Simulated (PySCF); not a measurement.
Runs of PySCF 2.14.0 on MgO. Symmetry: Fm-3m, No. 225, cubic system. Conventional cell: a = 4.194 Å, b = 4.194 Å, c = 4.194 Å, α = 90.00°, β = 90.00°, γ = 90.00°. Mg (site symmetry m-3m) is surrounded by 6 O at 2.10 Å. O (site symmetry m-3m) has 6 Mg at 2.10 Å as nearest neighbours. The cell is a database's computed one.

```tsv
task	level	potentials or basis	k mesh	smearing	exponents discarded below (exp_to_discard)	conv_tol	relativity	coulomb method	three-centre integrals	mesh quality	gap on the mesh (eV)
atomic charges	PBEsol	pob-tzvp-rev2 (all-electron)	2 × 2 × 2	fixed	0.1 1/bohr^2	1e-07 Ha	none	Gaussian density fitting (GDF)	read from an earlier run's file	coarse	4.58
atomic charges	LDA	pob-tzvp-rev2 (all-electron)	2 × 2 × 2	fixed	0.1 1/bohr^2	1e-07 Ha	none	Gaussian density fitting (GDF)	-	coarse	4.56
atomic charges	r2SCAN0	pob-tzvp-rev2 (all-electron)	2 × 2 × 2	fixed	0.1 1/bohr^2	1e-07 Ha	none	Gaussian density fitting (GDF)	read from an earlier run's file	coarse	(b)
atomic charges	r2SCANh	pob-tzvp-rev2 (all-electron)	2 × 2 × 2	fixed	0.1 1/bohr^2	1e-07 Ha	none	Gaussian density fitting (GDF)	read from an earlier run's file	coarse	6.66
density of states	PBE	DZVP-MOLOPT-SR/GTH-PBE (potentials made for PBE)	11 × 11 × 11	fermi-dirac 0.05 eV	0.02 1/bohr^2	1e-07 Ha	-	multigrid	-	not flagged	(a)
atomic charges	r2SCAN	pob-tzvp-rev2 (all-electron)	2 × 2 × 2	fixed	0.1 1/bohr^2	1e-07 Ha	none	Gaussian density fitting (GDF)	read from an earlier run's file	coarse	5.61
atomic charges	B3LYP	pob-tzvp-rev2 (all-electron)	2 × 2 × 2	fixed	0.1 1/bohr^2	1e-07 Ha	none	Gaussian density fitting (GDF)	read from an earlier run's file	coarse	7.28
excitation energies (Tamm-Dancoff)	HF	pob-tzvp-rev2 (all-electron)	2 × 2 × 2	fixed	0.1 1/bohr^2	1e-08 Ha	none	Gaussian density fitting (GDF)	read from an earlier run's file	coarse	(c)
```

Alike in all rows: no spin polarisation; cell as given.

Task: Estimate the missing entries.

Result: (a) 4.73; (b) 8.22; (c) 16.92.

Caveats: some runs use coarse meshes; the basis of atomic orbitals isn't converged, which shifts pressures, moduli and gaps; the default atom-centred grid shifts energies of crystals by up to some 10 meV an atom and pressures by some 0.5 GPa (some runs); on so small a mesh gaps with full-range exact exchange can be off by tenths of an eV to over 1 eV (some runs); the density mesh is thin for the hardest basis functions, which adds noise to energies, forces and pressure (some runs); an odd mesh through Γ misses points on the zone boundary, where band edges often lie (some runs); mesh and basis are far too small for converged many-body values: gaps can be off by tenths of an eV to over 1 eV, and much correlation energy is missing (some runs); the iterative solver can pass over a root and still report convergence (some runs).

A gap of «none» marks a metal or a gap under the smearing width.

Not every run made on this cell is shown here.
